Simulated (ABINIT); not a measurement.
# Pt (P6_3/mmc) in ABINIT: band structure with PBEsol

Aim: the band structure of Pt with PBEsol.

Program: ABINIT 10.8.3 (patched build). These are calculated values, not measurements. Logs are shortened: lines on timing, memory, paths and dates and some standing lists are left out, and cuts for length are marked. The log counts tension as positive stress, the text compression.

**1. Starting point**

It takes space group P6_3/mmc (No. 194, hexagonal). The conventional cell has a = 2.761 Å, b = 2.761 Å, c = 4.792 Å, α = 90.00°, β = 90.00°, γ = 120.00°. Pt (site symmetry -6m2) has 12 Pt at 2.76 to 2.88 Å as nearest neighbours.

This isn't the form of Pt at room conditions, which is fcc.

**2. Band structure, PBEsol**

File run.abi:

```
# Datasets: ground state, then fixed potential
ndtset 2

# Pseudopotentials
pp_dirpath "./"
pseudos "Pt.upf"

# Structure
acell 2.7606656158 2.7606656158 4.792134 Angstrom
rprim
     1.0000000000     0.0000000000     0.0000000000
    -0.5000000000     0.8660254038     0.0000000000
     0.0000000000     0.0000000000     1.0000000000
ntypat 1
znucl 78
natom 2
typat 1 1
xred
     0.3333333333     0.6666666667     0.2500000000
     0.6666666667     0.3333333333     0.7500000000

# Plane-wave basis
ecut 42.0

# Exchange and correlation
ixc -116133

# Bands and occupations
occopt 3
tsmear 0.05 eV

# SCF cycle
nstep 100

# Output
iomode 3
prtwf 0
prteig 0
prtebands 0
enunit 1
prtden1 1

# Dataset 1
kptopt1 1
ngkpt1 11 11 6
nshiftk1 1
shiftk1 0.0 0.0 0.0
nband1 22
tolvrs1 1.0e-10

# Dataset 2: bands along G-M-K-G-A-L-H-A
iscf2 -2
getden2 1
nband2 28
nbdbuf2 4
tolwfr2 1.0e-11
kptopt2 -7
ndivsm2 5
prteig2 1
prtvol2 -3
kptbounds2
     0.0000000000     0.0000000000     0.0000000000
     0.5000000000     0.0000000000     0.0000000000
     0.3333333333     0.3333333333     0.0000000000
     0.0000000000     0.0000000000     0.0000000000
     0.0000000000     0.0000000000     0.5000000000
     0.5000000000     0.0000000000     0.5000000000
     0.3333333333     0.3333333333     0.5000000000
     0.0000000000     0.0000000000     0.5000000000
```

Potentials or basis: PseudoDojo NC SR PBEsol v0.4.1 standard.

Run with:

```bash
$ abinit run.abi > log 2>&1
```

run.abo:

```text
.Version 10.8.3 of ABINIT
 DATASET    1 : space group P6_3/m m c (#194); Bravais hP (primitive hexag.)
================================================================================
 Values of the parameters that define the memory need for DATASET  1.
     intxc =       0    ionmov =       0      iscf =       7    lmnmax =       8
     lnmax =       8     mgfft =      54  mpssoang =       4    mqgrid =    3001
     natom =       2  nloc_mem =       1    nspden =       1   nspinor =       1
    nsppol =       1      nsym =      24    n1xccc =    2501    ntypat =       1
    occopt =       3   xclevel =       2
       mpw =        2799          nfft =       55296          nkpt =          64
================================================================================
================================================================================

 DATASET    2 : space group P6_3/m m c (#194); Bravais hP (primitive hexag.)
================================================================================
 Values of the parameters that define the memory need for DATASET  2.
     intxc =       0    ionmov =       0      iscf =      -2    lmnmax =       8
     lnmax =       8     mgfft =      54  mpssoang =       4    mqgrid =    3001
     natom =       2  nloc_mem =       1    nspden =       1   nspinor =       1
    nsppol =       1      nsym =      24    n1xccc =    2501    ntypat =       1
    occopt =       3   xclevel =       2
       mpw =        2799          nfft =       55296          nkpt =          62
================================================================================
================================================================================

--------------------------------------------------------------------------------
------------- Echo of variables that govern the present computation ------------
--------------------------------------------------------------------------------
 -outvars: echo values of preprocessed input variables --------
            acell      5.2169019391E+00  5.2169019391E+00  9.0558208187E+00 Bohr
              amu      1.95080000E+02
             ecut      4.20000000E+01 Hartree
           enunit           1
           getden1          0
           getden2          1
             iscf1          7
             iscf2         -2
              ixc     -116133
           jdtset        1    2
           kptopt1          1
           kptopt2         -7
         kptrlatt       11    0    0      0   11    0      0    0    6
          kptrlen1     5.43349249E+01
          kptrlen2     3.00000000E+01
            natom           2
            nband1         22
            nband2         28
           nbdbuf1          0
           nbdbuf2          4
           ndtset           2
           ndivsm1          0
           ndivsm2          5
            ngfft          32      32      54
             nkpt1         64
             nkpt2         62
            nstep         100
             nsym          24
           ntypat           1
           occopt           3
        prtebands           0
           prteig1          0
           prteig2          1
           prtvol1          0
           prtvol2         -3
            prtwf           0
            rprim      1.0000000000E+00  0.0000000000E+00  0.0000000000E+00
                      -5.0000000000E-01  8.6602540380E-01  0.0000000000E+00
                       0.0000000000E+00  0.0000000000E+00  1.0000000000E+00
           shiftk1     0.00000000E+00  0.00000000E+00  0.00000000E+00
           shiftk2     5.00000000E-01  5.00000000E-01  5.00000000E-01
          spgroup         194
           tolvrs1     1.00000000E-10
           tolvrs2     0.00000000E+00
           tolwfr1     0.00000000E+00
           tolwfr2     1.00000000E-11
           tsmear      1.83746611E-03 Hartree
            typat      1  1
           xangst      3.4058724000E-16  1.5938710365E+00  1.1980335000E+00
[... 187 lines left out ...]
 Non-SCF case, kpt    1 (  0.00000  0.00000  0.00000), residuals and eigenvalues=
  2.22E-12  2.27E-12  4.52E-12  3.34E-12  3.06E-12  5.84E-12  7.96E-12  3.20E-12
  1.68E-12  9.27E-12  5.93E-12  9.65E-12  2.38E-12  5.14E-12  2.24E-12  9.70E-12
  9.56E-12  2.75E-12  4.61E-12  5.18E-12  9.61E-12  3.52E-12  6.41E-12  1.38E-12
  2.38E-07  1.37E-06  8.65E-07  1.85E-04
 -3.0622E+00 -3.0615E+00 -1.3776E+00 -1.3704E+00 -1.3704E+00 -1.3689E+00
 -1.3689E+00 -1.3656E+00  1.9824E-01  2.9658E-01  4.1193E-01  4.3164E-01
  4.3164E-01  4.4508E-01  4.4508E-01  4.9137E-01  4.9137E-01  5.2761E-01
  5.4947E-01  5.4947E-01  7.2709E-01  1.1100E+00  1.1307E+00  1.1890E+00
  1.3261E+00  1.3261E+00  1.3748E+00  1.3749E+00
 Non-SCF case, kpt    2 (  0.05000  0.00000  0.00000), residuals and eigenvalues=
  3.35E-12  2.10E-12  2.84E-12  1.60E-12  4.25E-12  2.47E-12  4.62E-12  4.68E-12
  1.73E-12  8.07E-12  8.93E-12  2.74E-12  9.25E-12  4.19E-12  5.28E-12  6.10E-12
  6.66E-12  2.44E-12  1.70E-12  2.58E-12  2.09E-12  2.88E-12  6.72E-12  5.24E-12
[... 592 lines left out ...]
 -1.3697E+00 -1.3697E+00  2.6528E-01  2.6528E-01  4.0935E-01  4.0935E-01
  4.3094E-01  4.3094E-01  4.3404E-01  4.3404E-01  5.2790E-01  5.2790E-01
  5.2914E-01  5.2914E-01  9.9410E-01  9.9410E-01  1.1297E+00  1.1297E+00
  1.2869E+00  1.2869E+00  1.3009E+00  1.3009E+00
 Non-SCF case, kpt   62 (  0.00000  0.00000  0.50000), residuals and eigenvalues=
  2.12E-12  4.96E-12  3.40E-12  6.85E-12  1.80E-12  3.46E-12  1.46E-12  8.26E-12
  2.67E-12  7.79E-12  2.11E-12  4.04E-12  1.92E-12  3.45E-12  2.52E-12  5.36E-12
  1.11E-12  1.73E-12  7.87E-13  4.50E-12  5.97E-12  7.00E-12  3.68E-12  8.33E-12
  2.15E-11  9.35E-10  1.06E-09  2.04E-09
 -3.0618E+00 -3.0618E+00 -1.3717E+00 -1.3717E+00 -1.3697E+00 -1.3697E+00
 -1.3697E+00 -1.3697E+00  2.6224E-01  2.6224E-01  4.1108E-01  4.1108E-01
  4.3190E-01  4.3190E-01  4.3190E-01  4.3190E-01  5.2839E-01  5.2839E-01
  5.2839E-01  5.2839E-01  9.9225E-01  9.9225E-01  1.1255E+00  1.1255E+00
  1.3014E+00  1.3014E+00  1.3014E+00  1.3014E+00

--- !ResultsGS
iteration_state: {dtset: 2, }
comment   : Summary of ground state results
lattice_vectors:
- [  5.2169019,   0.0000000,   0.0000000, ]
- [ -2.6084510,   4.5179696,   0.0000000, ]
- [  0.0000000,   0.0000000,   9.0558208, ]
lattice_lengths: [   5.21690,    5.21690,    9.05582, ]
lattice_angles: [ 90.000,  90.000, 120.000, ] # degrees, (23, 13, 12)
lattice_volume:   2.1344393E+02
convergence: {deltae:  0.000E+00, res2:  0.000E+00, residm:  9.955E-12, diffor:  0.000E+00, }
etotal    :  -2.61107069E+02
entropy   :   0.00000000E+00
fermie    :   5.57147444E-01
cartesian_stress_tensor: null
pressure_GPa: null
xred      :
- [  3.3333E-01,   6.6667E-01,   2.5000E-01, Pt]
- [  6.6667E-01,   3.3333E-01,   7.5000E-01, Pt]
cartesian_forces: null
force_length_stats: {min: null, max: null, mean: null, }
...

 Integrated electronic density in atomic spheres:
 ------------------------------------------------
 Atom  Sphere_radius  Integrated_density
    1        2.00000         14.46189160
    2        2.00000         14.46189160
================================================================================

 ----iterations are completed or convergence reached----

 Mean square residual over all n,k,spin=   43.142E-13; max=  99.549E-13
 reduced coordinates (array xred) for    2 atoms
       0.333333333333      0.666666666667      0.250000000000
       0.666666666667      0.333333333333      0.750000000000

 cartesian coordinates (angstrom) at end:
    1      0.00000000000000     1.59387103645331     1.19803350000000
    2      1.38033280790000     0.79693551822666     3.59410050000000
 length scales=  5.216901939073  5.216901939073  9.055820818651 bohr
              =  2.760665615800  2.760665615800  4.792134000000 angstroms
 Eigenvalues (   eV  ) for nkpt=  62  k points:
 kpt#   1, nband= 28, wtk=  1.00000, kpt=  0.0000  0.0000  0.0000 (reduced coord)
 -83.32615  -83.30738  -37.48634  -37.29020  -37.29020  -37.25059  -37.25059  -37.15994
   5.39443    8.07028   11.20918   11.74550   11.74550   12.11130   12.11130   13.37084
  13.37084   14.35698   14.95182   14.95182   19.78513   30.20433   30.76776   32.35367
  36.08482   36.08483   37.41042   37.41225
 kpt#   2, nband= 28, wtk=  1.00000, kpt=  0.0500  0.0000  0.0000 (reduced coord)
 -83.32547  -83.30691  -37.48339  -37.29947  -37.29290  -37.26006  -37.25248  -37.16058
   5.48572    8.15503   11.20670   11.73478   11.81521   12.06507   12.17773   13.27040
  13.32515   13.76355   14.96965   15.66176   19.77558   30.33685   30.90584   32.47541
  35.48921   35.61063   36.35193   37.51363
 kpt#   3, nband= 28, wtk=  1.00000, kpt=  0.1000  0.0000  0.0000 (reduced coord)
 -83.32350  -83.30555  -37.47469  -37.32640  -37.30070  -37.28748  -37.25802  -37.16258
   5.75420    8.39763   11.15640   11.74252   11.96036   12.02162   12.37403   12.76145
  13.20020   13.32548   15.01406   16.66324   19.74848   30.63505   31.29516   32.67536
  34.47612   34.58839   34.97561   37.81841
 kpt#   4, nband= 28, wtk=  1.00000, kpt=  0.1500  0.0000  0.0000 (reduced coord)
 -83.32042  -83.30346  -37.46076  -37.36828  -37.32990  -37.31272  -37.26675  -37.16605
[... 279 lines left out ...]
 -83.31469  -83.31469  -37.33865  -37.33865  -37.28609  -37.28609  -37.27868  -37.27868
   7.45885    7.45885   11.01310   11.01310   11.64731   11.64731   11.98535   11.98535
  14.32592   14.32592   14.46118   14.46118   27.18938   27.18938   31.03616   31.03616
  34.10524   34.10524   35.35897   35.35897
 kpt#  61, nband= 28, wtk=  1.00000, kpt=  0.0278  0.0278  0.5000 (reduced coord)
 -83.31624  -83.31624  -37.32701  -37.32701  -37.27568  -37.27568  -37.27255  -37.27255
   7.21865    7.21865   11.13886   11.13886   11.72644   11.72644   11.81080   11.81080
  14.36497   14.36497   14.39864   14.39864   27.05088   27.05088   30.73983   30.73983
  35.01722   35.01722   35.39829   35.39829
 kpt#  62, nband= 28, wtk=  1.00000, kpt=  0.0000  0.0000  0.5000 (reduced coord)
 -83.31677  -83.31677  -37.32471  -37.32471  -37.27041  -37.27041  -37.27041  -37.27041
   7.13584    7.13584   11.18600   11.18600   11.75253   11.75253   11.75253   11.75253
  14.37831   14.37831   14.37831   14.37831   27.00048   27.00048   30.62590   30.62590
  35.41276   35.41276   35.41276   35.41276

== END DATASET(S) ==============================================================
================================================================================

 -outvars: echo values of variables after computation  --------
            acell      5.2169019391E+00  5.2169019391E+00  9.0558208187E+00 Bohr
           etotal1    -2.6110706920E+02
            fcart1    -1.5484162370E-28 -4.4698926563E-28 -0.0000000000E+00
                       1.5484162370E-28  4.4698926563E-28 -0.0000000000E+00
            rprim      1.0000000000E+00  0.0000000000E+00  0.0000000000E+00
                      -5.0000000000E-01  8.6602540380E-01  0.0000000000E+00
                       0.0000000000E+00  0.0000000000E+00  1.0000000000E+00
           strten1     3.6641872770E-04  3.6641872618E-04  4.0327059728E-04
                       0.0000000000E+00  0.0000000000E+00  0.0000000000E+00
           xangst      3.4058724000E-16  1.5938710365E+00  1.1980335000E+00
                       1.3803328079E+00  7.9693551823E-01  3.5941005000E+00
             xred      3.3333333333E-01  6.6666666667E-01  2.5000000000E-01
                       6.6666666667E-01  3.3333333333E-01  7.5000000000E-01
 Calculation completed.
```

Wall time 3.5 min (1 thread of Intel Xeon Platinum 8259CL at 2.50GHz (Skylake/Cascade Lake), shared host); peak memory 0.14 GiB.

Results:

| Item | Value |
| --- | --- |
| Free energy | -7105.0853 eV |
| Pressure | -11.1 GPa |
| Band gap on the k mesh | none (metal or under the smearing width) |
| Valence electrons inside the program's atomic spheres | Pt 14.46 (radii [1.0584] Å) |

Stress tensor (GPa, compression positive):
```
-10.78   0.00   0.00
  0.00 -10.78   0.00
  0.00   0.00 -11.86
```

Levels at the corners of the path, in eV from the Fermi level:
```tsv
point	band 16	band 17	band 18	band 19	band 20	band 21
Γ	-1.79	-1.79	-0.80	-0.21	-0.21	4.62
M	0.02	0.31	0.51	2.24	3.70	7.20
K	-0.75	-0.75	-0.71	4.35	4.35	5.80
Γ	-1.79	-1.79	-0.80	-0.21	-0.21	4.62
A	-3.41	-0.78	-0.78	-0.78	-0.78	11.84
L	-0.88	0.42	0.42	1.65	1.65	6.41
H	-2.39	-0.17	-0.17	6.48	6.48	6.54
A	-3.41	-0.78	-0.78	-0.78	-0.78	11.84
```

Caveat: spin-orbit coupling is left out, which moves the levels of the heavy elements.
